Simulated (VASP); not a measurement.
A calculation with VASP 6.6.1 of CrO2 (ASE script, structure from a POSCAR):

Contents of run.py:

```python
from ase.calculators.vasp import Vasp
from ase.dft.bandgap import bandgap
from ase.io import read

atoms = read('POSCAR')
atoms.set_initial_magnetic_moments([3.0, 3.0, 0.0, 0.0, 0.0, 0.0])
calc = Vasp(
    directory='calc',
    xc='pbesol',
    pp='PBE',
    setups='recommended',
    prec='Accurate',
    encut=520,
    ediff=1e-06,
    ismear=0,
    sigma=0.1,
    lreal=False,
    lasph=True,
    nelm=150,
    algo='Fast',
    isif=2,
    lwave=False,
    lcharg=False,
    ispin=2,
    lorbit=11,
    lmaxmix=4,
    kpts=[6, 6, 9],
    gamma=True,
    nbands=37,
)
atoms.calc = calc

print('energy (eV):', atoms.get_potential_energy())
print('free energy (eV):', atoms.get_potential_energy(force_consistent=True))
print('forces (eV/A):')
print(atoms.get_forces())
print('stress (eV/A^3, Voigt):', atoms.get_stress())
print('Fermi level (eV):', calc.get_fermi_level())
print('moment (muB):', atoms.get_magnetic_moment())
print('site moments (muB):', atoms.get_magnetic_moments())
gap, top, bottom = bandgap(calc)
print('band gap (eV):', gap, 'from (spin, k, band)', top, 'to', bottom)
```

Contents of POSCAR:

```
CrO2
1.0
    4.4480510066      0.0000000000      0.0000000000
    0.0000000000      4.5292350067      0.0000000000
    0.0000000000      0.0000000000      2.9859640000
Cr O
2 4
Direct
    0.0000000000      0.0000000000      0.0000000000
    0.5000000000      0.5000000000      0.5000000000
    0.2929690000      0.3101830000      0.0000000000
    0.7070310000      0.6898170000      0.0000000000
    0.2070310000      0.8101830000      0.5000000000
    0.7929690000      0.1898170000      0.5000000000
```

Potentials or basis: VASP PAW PBE potentials, release 64 (Cr_pv, O).

Command:

```bash
$ python run.py
```

The cell is a database's computed one.

Q: Write the same calculation in another form: native input, structure from a POSCAR.

A: As run:

File INCAR:

```
SYSTEM = CrO2
PREC = Accurate
ENCUT = 520
EDIFF = 1E-6
ISMEAR = 0
SIGMA = 0.1
LREAL = .FALSE.
LASPH = .TRUE.
NELM = 120
ALGO = Normal
ISIF = 2
LWAVE = .FALSE.
LCHARG = .FALSE.
ISPIN = 2
MAGMOM = 3 3 0 0 0 0
LORBIT = 11
LMAXMIX = 4
GGA = PS
```

KPOINTS

```
regular mesh
0
G
  6 6 9
  0 0 0
```

POSCAR

```
CrO2
1.0
    4.4480510066      0.0000000000      0.0000000000
    0.0000000000      4.5292350067      0.0000000000
    0.0000000000      0.0000000000      2.9859640000
Cr O
2 4
Cartesian
    0.0000000000      0.0000000000      0.0000000000
    2.2240255033      2.2646175033      1.4929820000
    1.3031410554      1.4048917021      0.0000000000
    3.1449099512      3.1243433046      0.0000000000
    0.9208844479      3.6695092054      1.4929820000
    3.5271665587      0.8597258013      1.4929820000
```

Potentials or basis: VASP PAW PBE potentials, release 64 (Cr_pv, O).

Run with:

```bash
$ cat potpaw_PBE.64/Cr_pv/POTCAR potpaw_PBE.64/O/POTCAR > POTCAR
$ mpirun -np 1 vasp_std > vasp.out
```

Both were run:

|  | ASE script, structure from a POSCAR | native input, structure from a POSCAR |
| --- | --- | --- |
| Pressure | -17.5 GPa | -17.5 GPa |
| Largest force | 0.370 eV/Å | 0.370 eV/Å |
| Band gap on the k mesh | none (metal or under the smearing width) | none (metal or under the smearing width) |
| Net moment | 4.00 μB per cell | 4.00 μB per cell |
| Site moments | Cr +2.13; O -0.10 μB | Cr +2.13; O -0.10 μB |
| Valence electrons inside the program's atomic spheres | Cr 10.73; O 4.97 | Cr 10.73; O 4.97 |

Keys that steer only the numerical path or the files written may differ.

Caveat: so large a pressure means that the cell lies far from this level's equilibrium, or that cutoff or potentials fall short; the potentials were made for another functional, which shifts forces and pressure; semilocal functionals often make such compounds metallic where correlation or magnetic order opens a gap, which also shifts bond lengths; only a ferromagnetic start was run, and an antiferromagnetic order may lie lower in energy.
